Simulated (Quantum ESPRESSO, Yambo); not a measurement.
# Excitons of BaS (Fm-3m) on ever denser meshes, part 2 of 3

Aim: follow the lowest exciton of BaS (Fm-3m) as the mesh is refined.

Quantum ESPRESSO 7.5 and Yambo 5.3.0; PBE and many-body steps on it, plane waves. Known limits of the many-body steps: not at the basis limit; no spin-orbit coupling in some runs; bindings not settled in the k mesh.

So far. Step 4 (Screening and self-energy, 4×4×4 mesh, 155 bands …): The gap on the mesh goes from 2.15 eV to 3.56 eV, a correction of +1.41 eV. Step 5 (Empty states on the mesh, 4×4×4 mesh, 46 bands): On this mesh the gap is 2.099 eV.

**7. Excitons**

Light makes an electron and a hole together. The Bethe-Salpeter equation adds their screened attraction and their exchange, in a window of bands around the gap.

This step: Bethe-Salpeter equation on PBE with a scissors shift with spin-orbit coupling, plane waves, norm-conserving pseudopotentials.

bse3.in reads:

```
optics
bss
bse
em1s
dipoles
rim_cut
RandQpts= 1000000
RandGvec= 1 RL
Chimod= "HARTREE"
BSKmod= "SEX"
BSEmod= "resonant"
BSSmod= "d"
BSENGexx= 20 Ry
BSENGBlk= 4 Ry
% BSEQptR
 1 | 1 |
%
% BSEBands
 11 | 18 |
%
% BEnRange
 0 | 6 | eV
%
% BDmRange
 0.1 | 0.1 | eV
%
BEnSteps= 121
% BLongDir
 1 | 0 | 0 |
%
% BndsRnXs
 3 | 46 |
%
NGsBlkXs= 4 Ry
% LongDrXs
 1 | 1 | 1 |
%
% KfnQP_E
 1.431 | 1.0 | 1.0 |
%
WRbsWF
FFTGvecs= 30 Ry
```

Run with:

```bash
> OMP_NUM_THREADS=2 mpirun -n 4 yambo -F bse3.in -J bse3 -C bse3 > bse3.log
```

The program printed:

```text
 Yambo, version 5.3.0

 [02] CORE Variables Setup
 =========================

  [... cell, symmetries and grids as in the set-up ...]

  [02.05] Energies & Occupations
  ==============================

  [X] === General ===
  [X] Electronic Temperature                        :  0.000000  0.000000 [eV K]
  [X] Bosonic    Temperature                        :  0.000000  0.000000 [eV K]
  [X] Finite Temperature mode                       : no
  [X] El. density                                   :  0.24558E+24 [cm-3]
  [X] Fermi Level                                   :  5.942726 [eV]

  [X] === Gaps and Widths ===
  [X] Conduction Band Min                           :  2.099310 [eV]
  [X] Valence Band Max                              :  0.000000 [eV]
  [X] Filled Bands                                  :  16
  [X] Empty Bands                                   :   17   46
  [X] Direct Gap                                    :  2.188595 [eV]
  [X] Direct Gap localized at k                     :   7
  [X] Indirect Gap                                  :  2.099310 [eV]
  [X] Indirect Gap between kpts                     :   1   7
  [X] Last valence band width                       :  1.088793 [eV]
  [X] 1st conduction band width                     :  3.430301 [eV]

 [03] Transferred momenta grid and indexing
 ==========================================

 [BZ sampling] Q-grid is User defined and/or read from the database

 IBZ Q-points                                      :   8
 BZ  Q-points                                      :   64

 K/Q-points units:
 rlu = crystal or reduced units; cc = cartesian coordinates; iku = interal k-units

 Q [1]          [rlu]:  0.000000  0.000000  0.000000
 Q [2]          [rlu]:  0.74313E-17  0.74313E-17  0.25000
 Q [3]          [rlu]: -0.14863E-16 -0.14863E-16 -0.50000
 Q [4]          [rlu]: -0.74488E-17  0.25000      0.25000
 Q [5]          [rlu]: -0.10826E-16  0.25000      0.50000
 Q [6]          [rlu]: -0.14863E-16  0.25000     -0.25000
 Q [7]          [rlu]:  0.14898E-16 -0.50000     -0.50000
 Q [8]          [rlu]:  0.250000 -0.500000 -0.250000

  [03.01] X + BSE indexes
  =======================

   [03.01.01] Sigma indexes
   ========================

 [04] Coloumb potential Random Integration (RIM)
 ===============================================

  [04.01] RIM initialization
  ==========================

  * Diagonal components only detected *

  8 x (sBL volume)        :  0.070521 [a.u.]
  sBZ random points       :  1000000
  Points outside the sBZ  :   7996195
  RL volume               :  0.564170 [a.u.]
  Integrated volume       :  0.564439 [a.u.]

  [04.02] RIM integrals
  =====================

  Gamma point sphere radius             :  0.074942 [a.u.]
  Points outside the sphere             :   799659
  [Int_sBZ(q=0) 1/q^2]*(Vol_sBZ)^(-1/3) =:  7.764404
                                 should be <:  7.795600

  Summary of Coulomb integrals for non-metallic bands |Q|[au] RIM/Bare

  Q [1] 0.100000E-4 0.995998 * Q [2] 0.225398 1.064319
  Q [4] 0.260268 1.063169 * Q [6] 0.368074 1.026442
  Q [5] 0.431605 1.018967 * Q [3] 0.450797 1.017314
  Q [7] 0.520535 1.014132 * Q [8] 0.581976 1.010980

 [05] External/Internal QP corrections
 =====================================

 [QP_apply] Action to be applied: USER defined scissor

  [05.01]  QP corrections report
  ==============================

  [K+QP] === General ===
  [K+QP] Electronic Temperature                     :  0.000000  0.000000 [eV K]
  [K+QP] Bosonic    Temperature                     :  0.000000  0.000000 [eV K]
  [K+QP] Finite Temperature mode                    : no
  [K+QP] El. density                                :  0.24558E+24 [cm-3]
  [K+QP] Fermi Level                                :  0.000000 [eV]

  [K+QP] === Gaps and Widths ===
  [K+QP] Conduction Band Min                        :  3.530310 [eV]
  [K+QP] Valence Band Max                           :  0.000000 [eV]
  [K+QP] Filled Bands                               :  16
  [K+QP] Empty Bands                                :   17   46
  [K+QP] Direct Gap                                 :  3.619595 [eV]
  [K+QP] Direct Gap localized at k                  :   7
  [K+QP] Indirect Gap                               :  3.530310 [eV]
  [K+QP] Indirect Gap between kpts                  :   1   7
  [K+QP] Last valence band width                    :  1.088793 [eV]
  [K+QP] 1st conduction band width                  :  3.430301 [eV]

  [coarse-grid] Minimum Bare Gap        [ev]:  2.099310
  [coarse-grid] Minimum Gap Correction  [ev]:  1.431000

  Eqp @ K [1]
  -26.05612 -26.05612 -12.55792 -12.55792 -10.50022 -10.50022 -10.50022 -10.50022
   -10.3788     -10.3788    -0.140973    -0.140973    -0.383450E-7 -0.314258E-7 -0.226585E-7   0.00000
   5.013330  5.013330  5.267940  5.267940  5.267941  5.267941  5.334681  5.334681
    6.22181   6.22181   6.22181   6.22181   9.93656   9.93656  16.07238  16.07238
  Eqp @ K [2]
  -26.03378 -26.03378 -12.73725 -12.73725 -11.19844 -11.19844 -10.52067 -10.52067
  -9.474857 -9.474857 -1.177058 -1.177058 -0.680514 -0.680514 -0.627644 -0.627644
[...]
Eqp @ K [3]
[...]
Eqp @ K [4]
[...]
Eqp @ K [5]
[...]
[... 2 further k-points ...]
  Eqp @ K [8]
[...]
-9.651832 -9.651832 -1.143150 -1.143150 -0.583574 -0.583574 -0.443377 -0.443377
   5.668654  5.668654  5.705275  5.705275  7.711523  7.711523  8.293458  8.293458
    8.95743   8.95743  10.95178  10.95178  11.82515  11.82515  12.01699  12.01699

 [06] Dipoles
 ============

  [06.01] Setup: observables and procedures
  =========================================

  [WARNING] [x,Vnl] slows the Dipoles computation. To neglect it rename the ns.kb_pp file

  [WARNING] [r,Vnl^pseudo] included in position and velocity dipoles.

  [WARNING] In case H contains other non local terms, these are neglected

 [07] Static Dielectric Matrix
 =============================

 [WR./bse3//ndb.em1s]------------------------------------------------------------
  Brillouin Zone Q/K grids (IBZ/BZ)                :    8   64    8   64
  RL vectors                                       :  1291 [WF]
  Coulomb cutoff potential                         : none
  Electronic Temperature                           :  0.000000 [K]
  Bosonic    Temperature                           :  0.000000 [K]
  Static diel. fun.  energies                      : Perdew, Burke & Ernzerhof(X)+Perdew, Burke & Ernzerhof(C)
  wavefunctions                                    : Perdew, Burke & Ernzerhof(X)+Perdew, Burke & Ernzerhof(C)
  Global Gauge                                     : length
  X matrix size                                    :   65
  X band range                                     :    3   46
  X e/h energy range                               : -1.000000 -1.000000 [eV]
  X Time ordering                                  : T
  X Hxc Kernel                                     : HARTREE
  X Drude frequency                                :  0.000000  0.000000
  X poles                                          :  100.0000 [o/o]
  RL vectors in the sum                            :  1291
  [r,Vnl] included                                 : yes
  Field direction                                  :  0.577350E-5  0.577350E-5  0.577350E-5
  BZ energy Double Grid                            : no
  BZ energy DbGd points                            : 0
  BZ Q point size factor                           : -1.000000
  X Optical Averaged directions                    : none

 [08] Bethe Salpeter Equation driver
 ===================================

  [08.01] Bethe Salpeter Equation @q1
  ===================================

   [08.01.01] Transition pre-analysis @q1
   ======================================

   [08.01.02] Transition Groups build-up @q1
   =========================================

   [BSK] Transition groups (total):  16
   [BSK] Size (resonant):   768
   [BSK]         (total):   768
   [BSK] N. of matrices :  1

   [08.01.03] Loading Dipoles @q1
   ==============================

   [08.01.04] Independent Particles properties @q1
   ===============================================

   ==========================================================

   [BSE] Exchange components :   701
   [BSE] Correlation components :   65  283

    [08.01.05.01] Screened interaction header I/O
    =============================================

    [08.01.05.02] Main kernel loop
    ==============================

    [08.01.05.03] Wave-Function Phases
    ==================================

    [BSE] WF phases found       :  18.48958 [o/o]

   [08.01.06] BSE solver(s) @q1
   ============================

   [08.01.07] Diago Solver @q1
   ===========================

 [11] Game Over & Game summary
```

It took 7.7 s on 4 MPI ranks of AMD EPYC 7B13 (Zen 3), shared host; peak memory 1.1 GiB.

This step gave:

| Property | Result |
| --- | --- |
| transitions in the window | 768 |
| direct gap of the transition levels | 3.620 eV |
| lowest state | 3.110 eV |
| first strong exciton (over a fiftieth of the strongest listed) | 3.114 eV |
| binding of the lowest state below the direct gap | 0.5100 eV |
| Coulomb term of one mesh cell | 0.5404 eV |

The binding is 0.94 times the screened Coulomb term of one mesh cell (0.54 eV), so it is not shown settled.

The lowest state lies at 3.110 eV, 0.510 eV under the direct gap.

Lines within 3 meV are set at the lowest of them, and the highest group, which the list may cut short, is left out. Exciton lines, with heights relative to the strongest:

| position (eV) | lines merged | strength, relative |
| --- | --- | --- |
| 3.110 | 1 | 0.0 |
| 3.114 | 3 | 16 |
| 3.120 | 2 | 0.0 |
| 3.123 | 3 | 0.0 |
| 3.133 | 3 | 100 |
| 3.255 | 5 | 0.0 |
| 3.265 | 4 | 0.0 |

The ε₂ has structure finer than the step of the table below, so its rows give means over 0.25 eV, whole bins alone (the curve runs from 0 to 6 eV). Peaks (eV: height): BSE 3.250: 4.35, 4.000: 4.31, 4.950: 6.02, 5.700: 1.91; no electron-hole interaction 3.650: 2.81, 4.400: 3.74, 5.500: 7.03.

Field along x; broadening 0.1 eV; transition window only. Limits: finite bands, cutoff and mesh; exciton not shown settled in the k mesh. Table of ε₂ by photon energy; means over each step:

```
photon energy (eV)     BSE  no electron-hole interaction
              0.25  0.0166                        0.0114
              0.50  0.0192                        0.0128
              0.75  0.0224                        0.0146
              1.00  0.0267                        0.0167
              1.25  0.0324                        0.0194
              1.50  0.0404                        0.0229
              1.75  0.0521                        0.0275
              2.00  0.0707                        0.0338
              2.25   0.103                        0.0429
              2.50   0.173                        0.0572
              2.75   0.384                        0.0819
              3.00    1.79                         0.134
              3.25    3.75                         0.296
              3.50    1.42                          1.40
              3.75    2.16                          2.34
              4.00    3.53                         0.950
              4.25    1.15                          2.11
              4.50    1.96                          2.92
              4.75    2.68                         0.989
              5.00    4.46                          1.78
              5.25    1.22                          1.93
              5.50   0.952                          5.19
              5.75    1.45                          1.90
```

**8. Empty states on the mesh, 6×6×6 mesh, 46 bands**

This step: Quantum ESPRESSO 7.5; DFT, PBE with spin-orbit coupling, plane waves, norm-conserving pseudopotentials.

pw.in reads:

```
&control
  calculation = 'nscf'
  prefix = 'x'
  outdir = 'o'
  pseudo_dir = 'pseudo'
/
&system
  ibrav = 0
  nat = 2
  ntyp = 2
  ecutwfc = 40.0
  nbnd = 46
  force_symmorphic = .true.
  noncolin = .true.
  lspinorb = .true.
/
&electrons
  conv_thr = 1e-9
  electron_maxstep = 80
  diago_full_acc = .true.
  diago_thr_init = 5e-6
/
ATOMIC_SPECIES
  Ba 137.33 Ba.upf
  S 32.06 S.upf
CELL_PARAMETERS angstrom
  -0.0000000000 3.1937500000 3.1937500000
  3.1937500000 -0.0000000000 3.1937500000
  3.1937500000 3.1937500000 -0.0000000000
ATOMIC_POSITIONS crystal
  Ba 0.0000000000 0.0000000000 0.0000000000
  S 0.5000000000 0.5000000000 0.5000000000
K_POINTS automatic
  6 6 6 0 0 0
```

Run with:

```bash
> OMP_NUM_THREADS=1 mpirun -n 8 pw.x -nk 4 -in pw.in > pw.out
```

The program printed:

```text
[banner, memory and clock lines left out]
Program PWSCF v.7.5 starts

     Atomic positions and unit cell read from directory:
     o/x.save/

     Message from routine setup:
     using ibrav=0 with symmetry is DISCOURAGED, use correct ibrav instead

     bravais-lattice index     =            0
     lattice parameter (alat)  =       8.5352  a.u.
     unit-cell volume          =     439.6725 (a.u.)^3
     number of atoms/cell      =            2
     number of atomic types    =            2
     number of electrons       =        16.00
[...]
k = 0.1179 0.1179-0.1179 (  1877 PWs)   bands (ev):

[...]
23.1526  23.1526  23.2926  23.2926  23.6600  23.6601

          k = 0.2357 0.2357-0.2357 (  1886 PWs)   bands (ev):

[...]
13.2127  13.2127  13.2637  13.2637  16.2058  16.2058  16.5747  16.5747
    16.6567  16.6567  18.6860  18.6860  19.4606  19.4606  19.6188  19.6188
    21.0651  21.0651  24.2054  24.2054  24.2888  24.2888

          k =-0.3536-0.3536 0.3536 (  1892 PWs)   bands (ev):

     [... further k-points ...]

     highest occupied, lowest unoccupied level (ev):     5.9427    8.0420

     XML data file, pseudopotentials, collected wavefunctions
```

Wall time 3.7 s (8 MPI ranks); peak memory 0.47 GiB.

This step gave:

```yaml
gap: 2.099 eV
k_of_the_valence_top: 0, 0, 0
k_of_the_conduction_bottom: 0, -0.5, -0.5
least_direct_gap: 2.189 eV
k_points_computed: 16
lowest_point_of_the_top_converged_band_above_the_valence_top: 16.15 eV
```

On this mesh the gap is 2.099 eV.

**9. Conversion and set-up**

This step: Yambo 5.3.0; conversion and set-up on PBE with spin-orbit coupling, plane waves, norm-conserving pseudopotentials.

Run with:

```bash
> (cd o/x.save; p2y > p2y.log; mv SAVE ../..); yambo > setup.log
```

The program printed:

```text
 Yambo, version 5.3.0

 [02] CORE Variables Setup
 =========================

  [02.01] Unit cells
  ==================

  Cell kind             :  FCC
  Atoms in the cell     :  Ba  S
  number of Ba atoms    :  1
  number of S  atoms    :  1

  List of atomic masses
  Mass of Ba    :  137.3300
  Mass of S     :  32.06000

  List of atomic coordinates    : [cc]
  Ba1       :  0.000000  0.000000  0.000000  order 1
  S1       :  6.035313  6.035313  6.035313  order 2

  Alat factors          :  6.035313  6.035313  6.035313 [a.u.]
  Direct lattice volume :  439.6725 [a.u.]
[...]
Q [ 1]         [rlu]:  0.000000  0.000000  0.000000
 Q [ 2]         [rlu]:  0.40418E-17  0.40418E-17  0.16667
 Q [ 3]         [rlu]:  0.80835E-17  0.80835E-17  0.33333
[...]
Q [ 8]         [rlu]: -0.14863E-16  0.16667     -0.33333
 Q [ 9]         [rlu]: -0.69886E-17  0.16667     -0.16667
 Q [10]         [rlu]: -0.99317E-17  0.33333      0.33333
     [... 4 further rows ...]
 Q [15]         [rlu]:  0.166667  0.333333 -0.333333
 Q [16]         [rlu]:  0.166667 -0.500000 -0.333333

  [03.01] X indexes
  =================

   [03.01.01] Sigma indexes
   ========================

 [06] Game Over & Game summary
```

Wall time 3.2 s (1 MPI rank); peak memory 0.24 GiB.

**10. k mesh (6×6×6)**

This step: Bethe-Salpeter equation on PBE with a scissors shift with spin-orbit coupling, plane waves, norm-conserving pseudopotentials.

bse5.in, as its differences from bse3.in of step 7:

```diff
@@ -18,3 +18,3 @@
 % BSEBands
- 11 | 18 |
+ 13 | 18 |
 %
```

Run with:

```bash
> OMP_NUM_THREADS=2 mpirun -n 4 yambo -F bse5.in -J bse5 -C bse5 > bse5.log
```

The program printed:

```text
 Yambo, version 5.3.0

 [02] CORE Variables Setup
 =========================

  [... cell, symmetries and grids as in the set-up ...]

  [02.05] Energies & Occupations
  ==============================

  [X] === General ===
  [X] Electronic Temperature                        :  0.000000  0.000000 [eV K]
  [X] Bosonic    Temperature                        :  0.000000  0.000000 [eV K]
  [X] Finite Temperature mode                       : no
  [X] El. density                                   :  0.24558E+24 [cm-3]
  [X] Fermi Level                                   :  5.942726 [eV]

  [X] === Gaps and Widths ===
  [X] Conduction Band Min                           :  2.099310 [eV]
  [X] Valence Band Max                              :  0.000000 [eV]
  [X] Filled Bands                                  :  16
  [X] Empty Bands                                   :   17   46
  [X] Direct Gap                                    :  2.188595 [eV]
  [X] Direct Gap localized at k                     :  13
  [X] Indirect Gap                                  :  2.099310 [eV]
  [X] Indirect Gap between kpts                     :   1  13
  [X] Last valence band width                       :  1.088793 [eV]
  [X] 1st conduction band width                     :  3.430301 [eV]

 [03] Transferred momenta grid and indexing
 ==========================================

 [BZ sampling] Q-grid is User defined and/or read from the database

 IBZ Q-points                                      :  16
 BZ  Q-points                                      :  216

 K/Q-points units:
 rlu = crystal or reduced units; cc = cartesian coordinates; iku = interal k-units

 Q [ 1]         [rlu]:  0.000000  0.000000  0.000000
 Q [ 2]         [rlu]:  0.40418E-17  0.40418E-17  0.16667
[...]
X matrix size                                    :   65
  X band range                                     :    3   46
  X e/h energy range                               : -1.000000 -1.000000 [eV]
  X Time ordering                                  : T
  X Hxc Kernel                                     : HARTREE
  X Drude frequency                                :  0.000000  0.000000
  X poles                                          :  100.0000 [o/o]
  RL vectors in the sum                            :  1291
  [r,Vnl] included                                 : yes
  Field direction                                  :  0.577350E-5  0.577350E-5  0.577350E-5
  BZ energy Double Grid                            : no
  BZ energy DbGd points                            : 0
  BZ Q point size factor                           : -1.000000
  X Optical Averaged directions                    : none

 [08] Bethe Salpeter Equation driver
 ===================================

  [08.01] Bethe Salpeter Equation @q1
  ===================================

   [08.01.01] Transition pre-analysis @q1
   ======================================

   [08.01.02] Transition Groups build-up @q1
   =========================================

   [BSK] Transition groups (total):   32
   [BSK] Size (resonant):  1728
   [BSK]         (total):  1728
   [BSK] N. of matrices :  1

   [08.01.03] Loading Dipoles @q1
   ==============================

   [08.01.04] Independent Particles properties @q1
   ===============================================

   ==========================================================

   [BSE] Exchange components :   701
   [BSE] Correlation components :    65   385

    [08.01.05.01] Screened interaction header I/O
    =============================================

    [08.01.05.02] Main kernel loop
    ==============================

    [08.01.05.03] Wave-Function Phases
    ==================================

    [BSE] WF phases found       :  29.99132 [o/o]

   [08.01.06] BSE solver(s) @q1
   ============================

   [08.01.07] Diago Solver @q1
   ===========================

 [11] Game Over & Game summary
```

Run time: 34 s. Hardware: 4 MPI ranks; peak memory 1.5 GiB.

Numbers from this step:

| Property | Result |
| --- | --- |
| transitions in the window | 1728 |
| direct gap of the transition levels | 3.620 eV |
| lowest state | 3.252 eV |
| first strong exciton (over a fiftieth of the strongest listed) | 3.255 eV |
| binding of the lowest state below the direct gap | 0.3672 eV |
| Coulomb term of one mesh cell | 0.3780 eV |

The binding is 0.97 times the screened Coulomb term of one mesh cell (0.38 eV), so it is not shown settled.

The lowest state lies at 3.252 eV, 0.367 eV under the direct gap.

The window of bands is narrower than in the first exciton run, so this row is not like for like with it.

[end of part 2 of 3]

[Paths, hosts, dates, memory and timing lines, banners, echoed tables and standing remarks are left out of the program output.]

[Logs are printed without paths, hosts, clocks, repeated set-up lines and the standing remarks that a program may print on its own settings, such as how far it seeks lower states.]

[Runs of the session that timed out or met a known fault of the program may be left out.]

[Hosts, paths, dates, database ids (printed as entryN), source tags and the programs' standing remarks are cut or masked in the printed files.]
